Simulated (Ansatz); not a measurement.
# Zr2B3: from a guess to a relaxed structure, part 1 of 2

The task: take a trial cell of Zr2B3 to zero force and stress.

Computed with Ansatz 0.2.0 (DFT PBE, scalar-relativistic, plane waves, PAW, unless a step's input says otherwise).

### 1 The structure to begin with

It takes space group Pm-3m (No. 221, cubic). The conventional cell has a = 3.997 Å, b = 3.997 Å, c = 3.997 Å, α = 90.00°, β = 90.00°, γ = 90.00°. Zr (site symmetry m-3m) is surrounded by 6 B at 2.00 Å. Zr (site symmetry m-3m) has 12 B at 2.83 Å in its first shell of neighbours. B (site symmetry 4/mmm) has 6 Zr at 2.00 to 2.83 Å in its first shell of neighbours.

Coordinates:

```
CELL_PARAMETERS angstrom
3.99703 0.00000 0.00000
0.00000 3.99703 0.00000
0.00000 0.00000 3.99703
ATOMIC_POSITIONS crystal
Zr 0.00000 0.00000 0.00000
Zr 0.50000 0.50000 0.50000
B 0.50000 0.00000 0.00000
B 0.00000 0.50000 0.00000
B 0.00000 0.00000 0.50000
```

Recipe of the guess: random cell by space group and Wyckoff sites (Pm-3m, No. 221). Its size is a rough estimate.

### 2 The guess as it stands, on a coarse mesh

Contents of input.yaml:

```yaml
crystal:
  lattice:
    - [3.99702709, 0.0, 0.0]
    - [0.0, 3.99702709, 0.0]
    - [0.0, 0.0, 3.99702709]
  atoms:
    - { symbol: Zr, position: [0.0, 0.0, 0.0] }
    - { symbol: Zr, position: [0.5, 0.5, 0.5] }
    - { symbol: B, position: [0.5, 0.0, 0.0] }
    - { symbol: B, position: [0.0, 0.5, 0.0] }
    - { symbol: B, position: [0.0, 0.0, 0.5] }
basis:
  ecutwfc: 420
kpoints:
  mp_grid: { grid: [4, 4, 4] }
hamiltonian:
  xc: pbe
scf:
  occupations: { method: gaussian, width: 0.1 }
  lower_state_search: "off"
output:
  forces: true
  stress: true
  eigenvalues: true
```

Started as:

```console
> ansatz run input.yaml --threads 1 --pin off --max-ram 2560MiB --backend cpu --events-out ev --progress --plain --runs-dir out
```

Standard output, cut to the lines that bear on the results:

```text
Warning: RAYON_NUM_THREADS=1 ignored (pool sized by the plan → 1); use --threads N
[...]
Pseudopotentials: kind: paw
Pseudopotential: Zr, paw, valence charge 12, recommended cutoff 420 eV (normal), Zr.paw.azcp
Pseudopotential: B, paw, valence charge 3, recommended cutoff 420 eV (normal), B.paw.azcp
Functional definition: PBE
[...]
Crystal: 5 atoms, lattice volume = 63.857 Å³
Basis set: ecut = 420 eV, 1237 PW (Γ), exchange–correlation on 54×54×54 points (8 copies of the dense FFT grid, shifted against one another)
Bands: 22, of which v1, the nominal top of the filled ones, is band 17 counted from 1 (16 counted from 0)
Symmetry: 48 space group operations
Space group: Pm-3m (ITA 221), of the structure as read, at distance tolerance 4.0e-5 Å
k-points: 10 of 64
[...]
SCF iter   1: F=—  HF=-8829.763162 eV  |F-HF|=—  |Δ(HF+E_count)|=         —  Δρ=9.72e-3  dr2=5.16e-2  ethr=1.77e-3  ⟨swp⟩=4.7  Hψ=906  notcnv=0
[...]
SCF iter   6: F=-8829.758279 eV  HF=-8829.758279 eV  |F-HF|=7.93e-10  |Δ(HF+E_count)|=   3.56e-7  Δρ=9.66e-6  dr2=6.36e-8  ethr=3.03e-10  ⟨swp⟩=5.2  Hψ=1018  notcnv=0
[...]
SCF converged after 6 iterations
Free energy (F): -8829.758279 eV
[...]
E sigma→0 (E₀):  -8829.752272 eV
Entropy (-TS):   -0.012014 eV (-2.403 meV/atom)
Fermi energy:    13.768937 eV
[...]
--- Forces (eV/Å), atoms counted from 1 ---
  atom   1  Zr    -0.00000000     0.00000000     0.00000000
  atom   2  Zr     0.00000000     0.00000000     0.00000000
  atom   3  B     -0.00000000    -0.00000000     0.00000000
  atom   4  B      0.00000000     0.00000000     0.00000000
  atom   5  B      0.00000000     0.00000000     0.00000000
[...]
--- Stress (GPa, compression-positive) ---
       22.873448       0.000000       0.000000
        0.000000      22.873448       0.000000
        0.000000       0.000000      22.873448
  P = ⅓ Tr σ = 22.8734 GPa (228.734 kbar)
--- Band table (eV; the first three rows and the last of 10) ---
  k-point 0: bands = ["-36.3470", "-33.4829", "-14.2892", "-14.2892", "-14.2892", "-12.2126", "-12.2126", "-12.2126", "3.6103", "6.7163", "6.7163", "12.3790", "12.3790", "12.3790", "13.3876", "13.3876", "13.3876", "14.2681", "14.2681", "14.8111", "14.8111", "14.8111"]
[...]
```

Run time: 1.7 s. Hardware: 1 thread of Intel Xeon at 2.70GHz, shared host; peak memory 0.32 GiB.

The probe gives pressure 22.9 GPa, largest force 0.00 eV/Å, gap on this mesh none (metal). A cheap, loose relaxation comes first.

### 3 A loose first relaxation

Edit input.yaml of step 2 so:

```diff
@@ -24 +24,6 @@
   eigenvalues: true
+relax:
+  adjacent_minimum: "off"
+  f_tol: 0.04
+  max_steps: 70
+  cell: { stress_tol: 0.4 }
```

Started as:

```console
> ansatz run input.yaml --threads 1 --pin off --max-ram 2560MiB --backend cpu --events-out ev --progress --plain --runs-dir out
```

Standard output:

```text
Warning: RAYON_NUM_THREADS=1 ignored (pool sized by the plan → 1); use --threads N
Engine: ansatz 0.2.0, x86_64-unknown-linux-gnu
[... 4 set-up lines as earlier in the session ...]
  parameter kappa = 0.804
  parameter beta = 0.06672455060314922
  exchange = pbe_x(kappa = kappa, mu = beta*pi^2/3)
  correlation = pbe_c(beta = beta)
Crystal: 5 atoms, lattice volume = 63.857 Å³
Basis set: ecut = 420 eV, 1237 PW (Γ), exchange–correlation on 54×54×54 points (8 copies of the dense FFT grid, shifted against one another)
Bands: 22, of which v1, the nominal top of the filled ones, is band 17 counted from 1 (16 counted from 0)
[... 2 set-up lines as earlier in the session ...]
k-points: 10 of 64
Non-local potential: Zr, projectors of the file, l = 0: 3, l = 1: 2, l = 2: 2, l = 3: 2
Non-local potential: B, projectors of the file, l = 0: 2, l = 1: 2, l = 2: 1
PAW form: soft (Blöchl's): semilocal exchange-correlation on the pseudo side does not see the compensation charge
PAW one-centre angular grid: Zr, 590 points (default); XC on 64 Gauss nodes
PAW one-centre angular grid: B, 110 points (default); XC on 64 Gauss nodes
Initial density: superposition of atomic densities (neutral atoms: chi_scale 0, normalization atom), corrected by the library's trained network
Initial wavefunctions: pseudopotential atomic-orbital guess
Functional: x = pbe(κ = 0.804, μ = 0.2195149727645171), c = pbe(β = 0.06672455060314922)
SCF iter   1: F=—  HF=-8829.763162 eV  |F-HF|=—  |Δ(HF+E_count)|=         —  Δρ=9.72e-3  dr2=5.16e-2  ethr=1.77e-3  ⟨swp⟩=4.7  Hψ=906  notcnv=0
preconditioner: auto → Resta (q_TF=auto, 2.444 Å⁻¹)  ε∞=11.0  [insulator: Δε(μ)=0.236 eV  Ē_g=6.065 eV  σ=0.100 eV  W_gap=0.58  n_scr=18 (ndim 8)  ℏωp=19.2 eV  f_vac=0.000  D(μ)=2.59/eV (n_scr^D=18)  ε∞_Penn≈11.0]
SCF iter   2: F=—  HF=-8829.758230 eV  |F-HF|=—  |Δ(HF+E_count)|=   4.93e-3  Δρ=4.84e-3  dr2=8.23e-3  ethr=1.56e-4  ⟨swp⟩=1.0  Hψ=300  notcnv=0
preconditioner: auto → Kerker (q_TF=auto, 2.444 Å⁻¹)  [metal: Δε(μ)=0.006 eV  Ē_g=6.104 eV  σ=0.100 eV  W_gap=0.03  n_scr=18 (ndim 8)  ℏωp=19.2 eV  f_vac=0.000  D(μ)=2.44/eV (n_scr^D=18)]
SCF iter   3: F=—  HF=-8829.758264 eV  |F-HF|=—  |Δ(HF+E_count)|=   3.37e-5  Δρ=1.74e-3  dr2=1.21e-3  ethr=2.49e-5  ⟨swp⟩=1.7  Hψ=326  notcnv=0
SCF iter   4: F=—  HF=-8829.758281 eV  |F-HF|=—  |Δ(HF+E_count)|=   1.69e-5  Δρ=2.33e-4  dr2=3.97e-5  ethr=3.68e-6  ⟨swp⟩=1.8  Hψ=307  notcnv=0
SCF iter   5: F=—  HF=-8829.758279 eV  |F-HF|=—  |Δ(HF+E_count)|=   2.56e-6  Δρ=5.52e-5  dr2=1.84e-6  ethr=1.20e-7  ⟨swp⟩=2.4  Hψ=306  notcnv=0
SCF iter   6: F=-8829.758279 eV  HF=-8829.758279 eV  |F-HF|=7.93e-10  |Δ(HF+E_count)|=   3.56e-7  Δρ=9.66e-6  dr2=6.36e-8  ethr=3.03e-10  ⟨swp⟩=5.2  Hψ=1018  notcnv=0
SCF 1 converged in 6 iterations: F = -8829.758279 eV  dr2 = 6.36e-8
relax step   1: F+E_penalty+E_count = -8829.75827892 eV  Δ(F+E_penalty+E_count) = +0.000e0 eV  max|allowed force component| = 4.885e-29 eV/Å  Δτ_max = 0.0000 Å  P = +22.873 GPa  Ω = 63.857 Å³  (6 SCF iters, dr2 threshold 1.00e-7 eV, accepted)
Crystal: 5 atoms, lattice volume = 73.186 Å³
Basis set: ecut = 420 eV, 1365 PW (Γ), exchange–correlation on 54×54×54 points (8 copies of the dense FFT grid, shifted against one another)
Initial density: handed on by an earlier stage of this run
Initial wavefunctions: those handed on with the density
iter 1 solved again at ethr=1.73e-3 eV; its pass at ethr=3.10e-3 eV (dr2=5.72e-1 eV) is discarded
SCF iter   1: F=—  HF=-8830.554892 eV  |F-HF|=—  |Δ(HF+E_count)|=         —  Δρ=1.57e-2  dr2=5.77e-1  ethr=1.73e-3  ⟨swp⟩=1.0  Hψ=1250  notcnv=0
preconditioner: auto → Kerker (q_TF=auto, 2.389 Å⁻¹)  [metal: Δε(μ)=0.084 eV  Ē_g=5.284 eV  σ=0.100 eV  W_gap=0.44  n_scr=18 (ndim 8)  ℏωp=17.9 eV  f_vac=0.000  D(μ)=1.45/eV (n_scr^D=6)]
SCF iter   2: F=—  HF=-8830.461408 eV  |F-HF|=—  |Δ(HF+E_count)|=   9.35e-2  Δρ=5.41e-3  dr2=4.64e-2  ethr=1.73e-3  ⟨swp⟩=2.0  Hψ=300  notcnv=0
preconditioner: auto → Resta (q_TF=auto, 2.389 Å⁻¹)  ε∞=12.0  [insulator: Δε(μ)=0.219 eV  Ē_g=5.404 eV  σ=0.100 eV  W_gap=0.87  n_scr=18 (ndim 8)  ℏωp=17.9 eV  f_vac=0.000  D(μ)=0.48/eV (n_scr^D=0)  ε∞_Penn≈12.0]
SCF iter   3: F=—  HF=-8830.452818 eV  |F-HF|=—  |Δ(HF+E_count)|=   8.59e-3  Δρ=2.32e-3  dr2=5.60e-3  ethr=1.40e-4  ⟨swp⟩=1.6  Hψ=251  notcnv=0
SCF iter   4: F=—  HF=-8830.451939 eV  |F-HF|=—  |Δ(HF+E_count)|=   8.79e-4  Δρ=4.27e-4  dr2=1.27e-4  ethr=1.70e-5  ⟨swp⟩=2.2  Hψ=326  notcnv=0
SCF iter   5: F=—  HF=-8830.451902 eV  |F-HF|=—  |Δ(HF+E_count)|=   3.70e-5  Δρ=1.13e-4  dr2=1.22e-5  ethr=3.86e-7  ⟨swp⟩=2.4  Hψ=332  notcnv=0
SCF iter   6: F=—  HF=-8830.451903 eV  |F-HF|=—  |Δ(HF+E_count)|=   7.79e-7  Δρ=2.84e-5  dr2=7.11e-7  ethr=3.69e-8  ⟨swp⟩=2.1  Hψ=295  notcnv=0
SCF iter   7: F=-8830.451903 eV  HF=-8830.451903 eV  |F-HF|=5.37e-8  |Δ(HF+E_count)|=   1.39e-7  Δρ=6.39e-6  dr2=7.01e-8  ethr=1.52e-9  ⟨swp⟩=5.5  Hψ=933  notcnv=0
SCF 2 converged in 7 iterations: F = -8830.451903 eV  dr2 = 7.01e-8
relax step   2: F+E_penalty+E_count = -8830.45190269 eV  Δ(F+E_penalty+E_count) = -6.936e-1 eV  max|allowed force component| = 7.531e-30 eV/Å  Δτ_max = 0.0000 Å  P = +2.903 GPa  Ω = 73.186 Å³  energy of the carried Pulay correction = -6.825e-3 eV  (7 SCF iters, dr2 threshold 5.00e-7 eV, accepted)
Crystal: 5 atoms, lattice volume = 74.772 Å³
Basis set: ecut = 420 eV, 1419 PW (Γ), exchange–correlation on 54×54×54 points (8 copies of the dense FFT grid, shifted against one another)
iter 1 solved again at ethr=4.20e-5 eV; its pass at ethr=3.10e-3 eV (dr2=1.39e-2 eV) is discarded
SCF iter   1: F=—  HF=-8830.470151 eV  |F-HF|=—  |Δ(HF+E_count)|=         —  Δρ=2.39e-3  dr2=1.40e-2  ethr=4.20e-5  ⟨swp⟩=1.0  Hψ=1174  notcnv=0
preconditioner: auto → Resta (q_TF=auto, 2.381 Å⁻¹)  ε∞=12.2  [insulator: Δε(μ)=0.252 eV  Ē_g=5.302 eV  σ=0.100 eV  W_gap=0.91  n_scr=18 (ndim 8)  ℏωp=17.7 eV  f_vac=0.000  D(μ)=0.52/eV (n_scr^D=0)  ε∞_Penn≈12.2]
SCF iter   2: F=—  HF=-8830.467709 eV  |F-HF|=—  |Δ(HF+E_count)|=   2.44e-3  Δρ=6.60e-4  dr2=4.01e-4  ethr=4.20e-5  ⟨swp⟩=2.0  Hψ=249  notcnv=0
SCF iter   3: F=—  HF=-8830.467576 eV  |F-HF|=—  |Δ(HF+E_count)|=   1.33e-4  Δρ=3.53e-4  dr2=1.02e-4  ethr=1.22e-6  ⟨swp⟩=1.5  Hψ=236  notcnv=0
SCF iter   4: F=—  HF=-8830.467560 eV  |F-HF|=—  |Δ(HF+E_count)|=   1.67e-5  Δρ=5.59e-5  dr2=1.97e-6  ethr=3.08e-7  ⟨swp⟩=2.0  Hψ=362  notcnv=0
SCF iter   5: F=-8830.467560 eV  HF=-8830.467560 eV  |F-HF|=5.37e-8  |Δ(HF+E_count)|=   7.73e-7  Δρ=1.49e-5  dr2=2.41e-7  ethr=1.52e-9  ⟨swp⟩=5.1  Hψ=979  notcnv=0
SCF 3 converged in 5 iterations: F = -8830.467560 eV  dr2 = 2.41e-7
relax step   3: F+E_penalty+E_count = -8830.46756025 eV  Δ(F+E_penalty+E_count) = -1.566e-2 eV  max|allowed force component| = 5.838e-30 eV/Å  Δτ_max = 0.0000 Å  P = +0.520 GPa  Ω = 74.772 Å³  energy of the carried Pulay correction = -7.894e-3 eV  (5 SCF iters, dr2 threshold 5.00e-7 eV, accepted)
Crystal: 5 atoms, lattice volume = 75.127 Å³
iter 1 solved again at ethr=1.98e-6 eV; its pass at ethr=3.10e-3 eV (dr2=6.54e-4 eV) is discarded
SCF iter   1: F=—  HF=-8830.468107 eV  |F-HF|=—  |Δ(HF+E_count)|=         —  Δρ=5.15e-4  dr2=6.67e-4  ethr=1.98e-6  ⟨swp⟩=1.1  Hψ=974  notcnv=0
preconditioner: auto → Resta (q_TF=auto, 2.379 Å⁻¹)  ε∞=12.1  [insulator: Δε(μ)=0.238 eV  Ē_g=5.297 eV  σ=0.100 eV  W_gap=0.90  n_scr=18 (ndim 8)  ℏωp=17.7 eV  f_vac=0.000  D(μ)=0.69/eV (n_scr^D=0)  ε∞_Penn≈12.1]
SCF iter   2: F=—  HF=-8830.467992 eV  |F-HF|=—  |Δ(HF+E_count)|=   1.15e-4  Δρ=1.46e-4  dr2=1.96e-5  ethr=1.98e-6  ⟨swp⟩=2.0  Hψ=249  notcnv=0
SCF iter   3: F=—  HF=-8830.467923 eV  |F-HF|=—  |Δ(HF+E_count)|=   6.91e-5  Δρ=7.89e-5  dr2=5.21e-6  ethr=5.93e-8  ⟨swp⟩=1.5  Hψ=237  notcnv=0
SCF iter   4: F=-8830.467922 eV  HF=-8830.467922 eV  |F-HF|=2.42e-8  |Δ(HF+E_count)|=   6.85e-7  Δρ=1.36e-5  dr2=1.30e-7  ethr=1.52e-9  ⟨swp⟩=3.0  Hψ=884  notcnv=0
SCF 4 converged in 4 iterations: F = -8830.467922 eV  dr2 = 1.30e-7
relax step   4: F+E_penalty+E_count = -8830.46792234 eV  Δ(F+E_penalty+E_count) = -3.621e-4 eV  max|allowed force component| = 3.123e-30 eV/Å  Δτ_max = 0.0000 Å  P = +0.022 GPa  Ω = 75.127 Å³  energy of the carried Pulay correction = -8.131e-3 eV  (4 SCF iters, dr2 threshold 5.00e-7 eV, accepted)
Basis set: ecut = 420 eV, 1419 PW (Γ), exchange–correlation on 60×60×60 points (8 copies of the dense FFT grid, shifted against one another)
Initial wavefunctions: pseudopotential atomic-orbital guess (no wavefunctions were taken with the density)
iter 1 solved again at ethr=9.22e-8 eV; its pass at ethr=3.10e-3 eV (dr2=3.04e-5 eV) is discarded
SCF iter   1: F=—  HF=-8830.481832 eV  |F-HF|=—  |Δ(HF+E_count)|=         —  Δρ=3.58e-4  dr2=1.43e-5  ethr=9.22e-8  ⟨swp⟩=3.2  Hψ=1522  notcnv=0
preconditioner: auto → Resta (q_TF=auto, 2.379 Å⁻¹)  ε∞=12.1  [insulator: Δε(μ)=0.232 eV  Ē_g=5.301 eV  σ=0.100 eV  W_gap=0.89  n_scr=18 (ndim 8)  ℏωp=17.7 eV  f_vac=0.000  D(μ)=0.75/eV (n_scr^D=0)  ε∞_Penn≈12.1]
SCF iter   2: F=—  HF=-8830.481881 eV  |F-HF|=—  |Δ(HF+E_count)|=   4.83e-5  Δρ=1.92e-4  dr2=3.10e-6  ethr=4.32e-8  ⟨swp⟩=2.0  Hψ=307  notcnv=0
SCF iter   3: F=—  HF=-8830.481902 eV  |F-HF|=—  |Δ(HF+E_count)|=   2.19e-5  Δρ=3.30e-5  dr2=2.21e-7  ethr=9.41e-9  ⟨swp⟩=2.0  Hψ=307  notcnv=0
SCF iter   4: F=—  HF=-8830.481903 eV  |F-HF|=—  |Δ(HF+E_count)|=   6.19e-7  Δρ=3.70e-6  dr2=8.52e-9  ethr=6.71e-10  ⟨swp⟩=2.0  Hψ=307  notcnv=0
SCF iter   5: F=-8830.481903 eV  HF=-8830.481903 eV  |F-HF|=9.82e-11  |Δ(HF+E_count)|=   2.78e-9  Δρ=1.12e-6  dr2=9.10e-10  ethr=9.70e-12  ⟨swp⟩=4.4  Hψ=735  notcnv=0
SCF 5 converged in 5 iterations: F = -8830.481903 eV  dr2 = 9.10e-10
relax step   5: F+E_penalty+E_count = -8830.48190312 eV  Δ(F+E_penalty+E_count) = -1.398e-2 eV  max|allowed force component| = 3.944e-30 eV/Å  Δτ_max = 0.0000 Å  P = +0.193 GPa  Ω = 75.127 Å³  stress off target by 1.93e-1 GPa  SCF on the basis re-selected at this cell (its energy is not comparable with the rows above)  (5 SCF iters)
basis re-selected at this cell: Δ(F+E_penalty+E_count) = -1.398e-2 eV, ΔP = +0.171 GPa vs the last step (what re-selecting the basis moved, of the pressure what is left beyond the Pulay correction that the steps carried, after the strain that the cell walked since its last selection, with what the two solves' SCF thresholds leave and, on support functions, any second-order correction that the steps lacked; it is no measure of the basis error at this ecutwfc). The dense FFT grid was sized anew with the basis: this SCF ran on 30×30×30 points, the steps before it on 27×27×27, so part of this shift can come from that change (see relax.cell in the input reference). This SCF's stress stands 1.93e-1 GPa from its target on what of the cell is left free (relax.cell.stress_tol is 4.00e-1 GPa) and its largest allowed force component is 3.94e-30 eV/Å (relax.f_tol is 4.00e-2 eV/Å): within both
SCF converged after 5 iterations
Free energy (F): -8830.481903 eV
Harris-Foulkes:  -8830.481903 eV  (|F-HF|=9.82e-11)
Internal energy: -8830.478152 eV  (E = F + TS)
E sigma→0 (E₀):  -8830.480027 eV
Entropy (-TS):   -0.003752 eV (-0.750 meV/atom)
Fermi energy:    11.237147 eV
--- Per-component energies (eV) ---
  E_band       = -216.467673
  E_kinetic    = 796.911832
  E_local      = -1537.791181  (includes V_loc(G=0)·N_el)
  E_nonlocal   = 200.903125
  E_hartree    = 491.428019
  E_xc         = -415.203384
  E_vxc        = -490.430666  (∫ρ·V_xc dr)
  E_paw        = -6143.906349  (= ΣΔE_a)
  E_vpaw       = -168.917404  (= ΣTr[D̂ρ^β])
  E_aug_tail   = 0.000042  (compensation charges beyond the density's cutoff)
  E_ewald      = -2222.820255
  E_smearing   = -0.003752  (= −TS)
  E_closure    = -0.000000  (closes the sum)
  Σ components = -8830.481903   (vs F -8830.481903, Δ=0.00e0)
--- Forces (eV/Å), atoms counted from 1 ---
  atom   1  Zr    -0.00000000    -0.00000000    -0.00000000
  atom   2  Zr     0.00000000     0.00000000     0.00000000
  atom   3  B      0.00000000     0.00000000     0.00000000
  atom   4  B     -0.00000000     0.00000000     0.00000000
  atom   5  B     -0.00000000    -0.00000000    -0.00000000
  max |Σ_I F_I| component: 3.94e-30 eV/Å
--- Stress (GPa, compression-positive) ---
        0.192855       0.000000      -0.000000
        0.000000       0.192855      -0.000000
       -0.000000      -0.000000       0.192855
  P = ⅓ Tr σ = 0.1929 GPa (1.929 kbar)
--- Band table (eV; the first three rows and the last of 10) ---
  k-point 0: bands = ["-39.2826", "-36.0493", "-17.1677", "-17.1677", "-17.1677", "-14.5509", "-14.5509", "-14.5509", "1.8365", "4.8420", "4.8420", "9.9319", "9.9319", "9.9319", "11.1242", "11.1242", "11.1242", "11.6621", "11.6621", "12.5566", "12.5566", "12.5566"]
  k-point 1: bands = ["-39.2821", "-36.0496", "-17.1809", "-17.1652", "-17.1652", "-14.5660", "-14.5493", "-14.5493", "2.3815", "4.9124", "5.0520", "9.0671", "9.5055", "9.5055", "9.9409", "9.9481", "9.9481", "11.4218", "11.8740", "13.4189", "13.5856", "14.1222"]
  k-point 2: bands = ["-39.2815", "-36.0498", "-17.1941", "-17.1626", "-17.1626", "-14.5810", "-14.5477", "-14.5477", "3.2570", "4.5940", "5.3143", "8.6228", "9.0041", "9.2359", "9.2359", "9.2798", "9.2798", "11.1371", "11.9493", "12.8642", "13.1853", "14.3934"]
  k-point 9: bands = ["-39.2795", "-36.0505", "-17.1881", "-17.1881", "-17.1881", "-14.5645", "-14.5645", "-14.5645", "5.9552", "5.9552", "5.9552", "6.9076", "6.9076", "6.9076", "8.5232", "8.7127", "8.7127", "12.7699", "12.7699", "13.3607", "13.6565", "13.6565"]
--- Relaxed structure (4 steps of the walk, 4 accepted, 1 SCFs on fresh bases) ---
  F+E_penalty+E_count = -8830.48190312 eV   max|allowed force component| = 3.944e-30 eV/Å   (the final SCF, on the basis selected at the relaxed cell)
  cell:  # Å, volume = 75.1267 Å³
    - [4.2195359463751405, 2.1666711874356403e-34, -8.345696425678021e-34]
    - [-6.5802606433230555e-34, 4.2195359463751405, -2.5679065925163143e-34]
    - [-7.703719777548943e-34, -2.5679065925163143e-34, 4.2195359463751405]
  atoms:
    - { symbol: Zr, position: [3.453190990199329e-35, -9.937962442717496e-36, -4.015338360697122e-36] }
    - { symbol: Zr, position: [0.5, 0.5, 0.5] }
    - { symbol: B, position: [0.5, -1.7466721869028478e-35, -1.505751885257997e-36] }
    - { symbol: B, position: [5.059326334477909e-35, 0.5, -1.5057518852589163e-36] }
    - { symbol: B, position: [4.657792498408131e-35, -1.6964804573943031e-35, 0.5] }
```

Wall time 7.8 s (1 thread of Intel Xeon at 2.70GHz, shared host); peak memory 0.35 GiB.

Step by step:

| step | energy from step 1 (eV/cell) | largest force component (eV/Å) | pressure (GPa) | volume (Å³) |
| --- | --- | --- | --- | --- |
| 1 | 0.0000 | 0.0000 | 22.87 | 63.86 |
| 2 | -0.6936 | 0.0000 | 2.90 | 73.19 |
| 3 | -0.7093 | 0.0000 | 0.52 | 74.77 |
| 4 | -0.7096 | 0.0000 | 0.02 | 75.13 |
| 5 | -0.7236 | 0.0000 | 0.19 | 75.13 |

Step 1 is the start. Step 5 repeats the geometry before it on a plane-wave basis chosen anew for that cell, so its energy need not be comparable with the rows above.

|  | before | after | change |
| --- | --- | --- | --- |
| a (Å) | 3.997 | 4.220 | +5.6 % |
| b (Å) | 3.997 | 4.220 | +5.6 % |
| c (Å) | 3.997 | 4.220 | +5.6 % |
| volume (Å³/atom) | 12.77 | 15.03 | +17.6 % |
| shortest distance (Å) | 1.999 | 2.110 | +5.6 % |
| space group (0.01 Å) | Pm-3m | Pm-3m | same |

Forces and stress were held to the start's 48 operations: a distortion of lower symmetry was not tested.

(Continued in part 2 of 2.)
